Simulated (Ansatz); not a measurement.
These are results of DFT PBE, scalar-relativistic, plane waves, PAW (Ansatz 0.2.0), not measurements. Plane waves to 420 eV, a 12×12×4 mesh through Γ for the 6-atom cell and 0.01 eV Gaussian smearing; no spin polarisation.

The zero of energy is the elements' standard structures at the same level; no fitted shifts are applied. The references include black phosphorus.

Task: Propose a candidate for a hexagonal narrow-gap semiconductor with formula GaP, with a gap near 0.2 eV, a formation energy near −0.20 eV/atom and a density near 4.44 g/cm³, in a cell of 6 atoms.

Result: GaP, space group P6_222 (No. 180). Ga has 4 P at 2.42 Å; around P lie 4 Ga at 2.42 Å.

```cif
data_structure
_symmetry_space_group_name_H-M 'P 1'
_symmetry_Int_Tables_number 1
_cell_length_a 3.8994
_cell_length_b 3.8994
_cell_length_c 8.5858
_cell_angle_alpha 90.000
_cell_angle_beta 90.000
_cell_angle_gamma 120.000
_cell_volume 113.06
loop_
_atom_site_label
_atom_site_type_symbol
_atom_site_fract_x
_atom_site_fract_y
_atom_site_fract_z
_atom_site_occupancy
Ga1 Ga 0.00000 0.50000 0.16667 1
Ga2 Ga 0.50000 0.50000 0.83333 1
Ga3 Ga 0.50000 0.00000 0.50000 1
P1 P 0.50000 0.50000 0.33333 1
P2 P 0.50000 0.00000 0.00000 1
P3 P 0.00000 0.50000 0.66667 1
```

| Property | Result |
| --- | --- |
| Volume per atom | 18.84 Å³ |
| Density | 4.44 g/cm³ |
| Formation energy | −0.204 eV/atom |
| Gap on the 12×12×4 mesh of the 6-atom cell | 0.25 eV |

The cell was found from a structure generator's guess, not taken from experiment. The answer needn't be unique; the calculation gave this one.

Kohn–Sham gaps at this level usually fall short of measured ones. The reference form of P is held partly by dispersion forces, which this level lacks. Small gaps are read on the mesh alone, and bands can cross between its points. A structure relaxed within its symmetry needn't be a true minimum.
